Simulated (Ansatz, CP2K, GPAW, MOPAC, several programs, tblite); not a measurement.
What each method gives for BaTe (rocksalt)

BaTe built on the rocksalt prototype, relaxed with r2SCAN in Ansatz, was computed with several methods. Space group Fm-3m (No. 225), cubic; a = 7.065 Å in the conventional setting, 44.08 Å³ an atom. Ba has 6 Te at 3.53 Å; Te has 6 Ba at 3.53 Å. The values are computed, spin-unpolarised, and not measurements.

```yaml
crystal:
  lattice:
    - [0.00000, 3.53239, 3.53239]
    - [3.53239, 0.00000, 3.53239]
    - [3.53239, 3.53239, 0.00000]
  atoms:
    - { symbol: Ba, position: [0.00000, 0.00000, 0.00000] }
    - { symbol: Te, position: [0.50000, 0.50000, 0.50000] }
```

Gaps and times are for a single point on this cell; volume and bulk modulus come from each method's own relaxation or energy curve at fixed shape. Times are rough, from shared hosts (Arm Neoverse V2), and each method has its own mesh and cell size. A dagger marks a closed or tiny gap in a crystal that DFT finds insulating: a failure of the method or a wrong SCF state. PM7 (MOPAC) and PM6 (MOPAC): levels, charges or heat of formation failed a check of plausibility, so no values are given. PM6 (MOPAC), PM7 (MOPAC), GFN2-xTB (tblite) treat a cluster of cells at its zone centre, which samples few k points: where these miss a band edge, the gap comes out too large for that reason alone. Gaps from k meshes are read at a limited set of points (mesh, symmetry points, PBE's band edges), so each method's own least gap may be somewhat smaller. xTB and the PM methods were fitted mostly to molecules, and can miss a solid's gap by electronvolts. Minimal bases can be far off for gaps. PBE/DZVP lies far from plane-wave PBE here, an effect of basis or sampling. GLLB-SC's gap includes the derivative discontinuity. d marks a direct gap, i an indirect one (no mark: not told apart), a dash a value that wasn't computed or didn't pass its checks.

```csv
method,kind,gap (eV),own volume (Å³/atom),bulk modulus (GPa),atoms computed,processor time
light PBE (260 eV and a coarse mesh),light plane-wave,1.53 i,–,–,2,0.61 s
PM7 (MOPAC),semi-empirical,–,–,–,64,1.2 s
PM6 (MOPAC),semi-empirical,–,–,–,64,1.6 s
PBE,semilocal,1.65 i,44.08,29,2,2 s
r2SCAN,semilocal,2.00 i,44.08,31,2,4.9 s
GFN2-xTB (tblite),tight binding,0.00†,–,–,64,5.6 s
PBE/SZV (CP2K),small basis,1.68 d,–,–,2,5.8 s
GLLB-SC (GPAW),model potential,3.32,–,–,2,9.2 s
PBE/single zeta (GPAW),small basis,1.66 i,–,–,2,9.7 s
PBE/DZVP (CP2K),small basis,2.17 i,45.21,29,2,11 s
```

Against r2SCAN (2.00 eV) and with closed or daggered gaps left aside, the nearest gap at the points sampled is that of PBE/DZVP (CP2K) (+0.17 eV) and the farthest that of GLLB-SC (GPAW) (+1.32 eV). r2SCAN is only a yardstick of convenience: semilocal gaps usually lie below measured ones, which GLLB-SC and hybrids aim to mend.

Volumes against r2SCAN's: PBE 0.0 %, PBE/DZVP (CP2K) +2.6 %.

Runs without a result: GFN1-xTB (tblite) (single point).

Spin-orbit coupling is left out, which matters wherever the heavy atoms make up the band edges.
